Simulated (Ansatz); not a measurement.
# Al: the cost of one run

Program: Ansatz 0.2.0. Level of theory: DFT PBEsol, scalar-relativistic, plane waves, PAW. These are calculated values, not measurements.

2 further runs of the same task are left out: 1 that didn't finish, 1 set aside as unsound or not needed.

**1. The system as given**

The structure is cubic, space group Fm-3m (No. 225). Conventional cell: a = 4.048 Å, b = 4.048 Å, c = 4.048 Å, α = 90.00°, β = 90.00°, γ = 90.00°. Around Al (site symmetry m-3m) lie 12 Al at 2.86 Å.

Coordinates:

```xyz
1
Lattice="0.0000 2.0240 2.0240 2.0240 0.0000 2.0240 2.0240 2.0240 0.0000" Properties=species:S:1:pos:R:3 pbc="T T T"
Al    0.0000    0.0000    0.0000
```

The structure comes from the Crystallography Open Database.

**2. A change within a subgroup**

The change: strain xx, yy, zz, yz, xz, xy = +4.9, +4.9, +4.9, -6.0, -6.0, +6.0 %.

Input file input.yaml:

```yaml
crystal:
  lattice:
    - [0.0, 2.0017566996, 2.0017566996]
    - [2.0017566996, 0.0, 2.0017566996]
    - [2.2446342996, 2.2446342996, -0.2428776]
  atoms:
    - { symbol: Al, position: [0.0, 0.0, 0.0] }
basis:
  ecutwfc: 420
kpoints:
  mp_grid: { grid: [15, 15, 16] }
hamiltonian:
  xc: pbesol
scf:
  occupations: { method: gaussian, width: 0.1 }
output:
  forces: true
  stress: true
  eigenvalues: true
  populations: true
```

On the command line:

```console
ansatz run input.yaml --threads 1 --pin off --max-ram 1331MiB --backend cpu --events-out ev --progress --plain --runs-dir out
```

**Question.** How long does this run take on 1 thread of an x86-64 CPU, shared host, and how much memory does it need?

About 20 s, with a peak of 0.42 GiB.
